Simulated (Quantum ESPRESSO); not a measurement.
Here is a Quantum ESPRESSO 7.5 calculation.

pw.in

```
&CONTROL
  calculation = 'scf'
  prefix = 'pwscf'
  outdir = './tmp'
  pseudo_dir = './pseudo'
  tprnfor = .true.
  tstress = .true.
  disk_io = 'nowf'
/
&SYSTEM
  ibrav = 0
  A = 2.76260589
  nat = 1
  ntyp = 1
  ecutwfc = 56
  ecutrho = 448
  nbnd = 17
  occupations = 'smearing'
  smearing = 'fd'
  degauss = 0.00367493
  nspin = 2
  starting_magnetization(1) = 0.1875
/
&ELECTRONS
  conv_thr = 2d-10
  electron_maxstep = 120
  mixing_beta = 0.3
/
ATOMIC_SPECIES
Fe    55.8450 fe_pbesol_v1.5.uspp.F.UPF
CELL_PARAMETERS alat
   0.0000000000    0.7028652540    0.7113230191
   0.5424008236    0.0000000000    0.7113230191
   0.5424008236    0.7028652540    0.0000000000
ATOMIC_POSITIONS alat
Fe     0.0000000000    0.0000000000    0.0000000000
K_POINTS automatic
13 13 13 0 0 0
HUBBARD {ortho-atomic}
U Fe-3d 4.0
```

Potentials or basis: GBRV 1.5 PBEsol.

The run is started by

```sh
$ OMP_NUM_THREADS=1 mpirun -n 2 pw.x -nk 2 -in pw.in > pw.out
```

(1) Estimate the absolute moment.

(2) What does it give for the band gap on the k mesh?

Answers

(1) 3.13 μB per cell.

(2) none (metal or under the smearing width).

Caveat: the U is typed as a test and isn't derived for this compound.
